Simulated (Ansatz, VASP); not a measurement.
SiC in VASP and in Ansatz

The input POSCAR:

```
SiC
1.0
    0.0000000000      2.1780497564      2.1780497564
    2.1780497564      0.0000000000      2.1780497564
    2.1780497564      2.1780497564      0.0000000000
Si C
1 1
Direct
    0.2500000000      0.2500000000      0.2500000000
    0.0000000000      0.0000000000      0.0000000000
```

INCAR.step1

```
SYSTEM = SiC
PREC = Accurate ; ENCUT = 520
EDIFF = 1E-5 ; ISMEAR = 0
SIGMA = 0.01 ; LREAL = .False.
LASPH = .True. ; NELM = 80
ALGO = Normal ; ISIF = 2
LWAVE = .True. ; LCHARG = .False.
NBANDS = 11 ; GGA = PE
```

The input INCAR.step2:

```
SYSTEM = SiC
PREC = Accurate ; ENCUT = 520
EDIFF = 1E-6 ; ISMEAR = 0
SIGMA = 0.01 ; LREAL = .False.
LASPH = .True. ; NELM = 80
ALGO = Normal ; ISIF = 2
LWAVE = .False. ; LCHARG = .False.
GGA = PE ; LHFCALC = .True.
AEXX = 0.35 ; HFSCREEN = 0.2078
PRECFOCK = Normal ; NBANDS = 11
ISTART = 1
```

The input KPOINTS:

```
Automatic mesh
0
Gamma
  4 4 4
  0 0 0
```

Input for Ansatz:

```yaml
crystal:
  lattice:
    - [0.0, 2.1780497564, 2.1780497564]
    - [2.1780497564, 0.0, 2.1780497564]
    - [2.1780497564, 2.1780497564, 0.0]
  atoms:
    - { symbol: Si, position: [0.25, 0.25, 0.25] }
    - { symbol: C, position: [0.0, 0.0, 0.0] }
kpoints:
  mp_grid: { grid: [4, 4, 4] }
hamiltonian:
  xc:
    exchange: pbe
    correlation: pbe
    exx: { coeff: 0.35, omega: 0.2078 }
scf:
  occupations: { method: fixed }
  n_extra_bands: 4
output:
  forces: true
  stress: true
  eigenvalues: true
```

Alike in both runs: task single point; functional PBE-based screened hybrid; k mesh 4 × 4 × 4; no spin polarisation.

|  | VASP | Ansatz |
| --- | --- | --- |
| version | VASP 6.6.1 | Ansatz 0.2.0 |
| potentials or method | VASP PAW PBE potentials, release 64 (Si, C) | plane waves |
| plane-wave cutoff (eV) | 520 | 420 |
| occupations | gaussian, width 0.01 eV | fixed |
| valence electrons in the cell | 8 | 8 |

Ansatz gave:

```
gap on the k mesh at the Fermi level (eV) : 2.61
pressure (GPa)                            : -2.5
```

Task: Estimate VASP's values.

Result: gap on the k mesh at the Fermi level (eV): 2.62; pressure (GPa): -3.1.

Ansatz warned: «stress_exchange_threshold_loose».

Caveats: the k mesh is coarse (spacing up to 0.62 Å⁻¹), so the values aren't converged; the PAW data sets were made with another functional, which shifts forces and pressure a little (VASP). A k mesh can miss the band edges.
